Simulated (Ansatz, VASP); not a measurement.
PtSe4: VASP beside Ansatz

```
Se Pt
1.0
     3.76031    0.00000    0.00000
    -1.88015    3.25652    0.00000
     0.00000    0.00000   22.19003
Se Pt
4 1
Direct
  0.33333 0.66667 0.33799
  0.66667 0.33333 0.44285
  0.33333 0.66667 0.55715
  0.66667 0.33333 0.66201
  0.00000 0.00000 0.50000
```

Alike in both runs: task single point; functional r2SCAN; k mesh 9 × 9 × 1; occupations gaussian, width 0.1 eV; no spin polarisation.

|  | VASP | Ansatz |
| --- | --- | --- |
| version | VASP 6.6.1 | Ansatz 0.2.0 |
| potentials or method | VASP PAW PBE potentials, release 64 (Se, Pt) | scalar-relativistic, plane waves, PAW |
| plane-wave cutoff (eV) | 520 | 500 |
| valence electrons in the cell | 34 | 82 |

```tsv
	VASP	Ansatz	Ansatz less VASP
gap on the k mesh at the Fermi level (eV)	none	none	-
rms of the force components (eV/Å)	0.412	0.408	-0.0047
work function, face that differs most (eV)	6.36	6.36	-0.005
```

A gap of «none» marks a metal or a gap that the smearing closes. The two sets of potentials don't hold the same shells in valence. Ansatz warned: «xc_potential_rough_in_thin_density».

Caveats: the PAW data sets were made with another functional, which shifts forces and pressure a little (VASP). Spin-orbit coupling is left out, which matters for the levels of Pt.
